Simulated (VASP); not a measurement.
Here is a VASP 6.6.1 calculation.

The input INCAR:

```
SYSTEM = CaSe
  PREC = Accurate
  ENCUT = 520
  EDIFF = 1E-7
  ISMEAR = 0
  SIGMA = 0.05
  LREAL = .False.
  LASPH = .True.
  NELM = 60
  ALGO = Normal
  ISIF = 2
  LWAVE = .False.
  LCHARG = .False.
  GGA = PS
  NBANDS = 15
```

The input KPOINTS:

```
regular mesh
0
Gamma
  6 6 6
  0 0 0
```

POSCAR

```
CaSe
1.0
    0.0000000000      3.3000000000      3.4237500000
    3.3000000000      0.0000000000      3.4237500000
    3.3000000000      3.3000000000      0.0000000000
Ca Se
1 1
Direct
    0.0000000000      0.0000000000      0.0000000000
    0.7500000000      0.7500000000      0.7500000000
```

Potentials or basis: VASP PAW PBE potentials, release 64 (Ca_sv, Se).

Command:

```bash
$ cat potpaw_PBE.64/Ca_sv/POTCAR potpaw_PBE.64/Se/POTCAR > POTCAR
$ mpirun -np 1 vasp_std > vasp.out
```

Q: Estimate the band gap on the k mesh.

A: 2.84 eV, indirect (least direct gap 2.95 eV).

Q: Estimate the pressure.

A: -2.3 GPa.

Stress tensor (GPa, compression positive):
```
-2.23  0.00  0.00
 0.00 -2.23  0.00
 0.00  0.00 -2.57
```

Caveat: the PAW data sets were made with another functional, which shifts forces and pressure a little. A k mesh can miss the band edges.
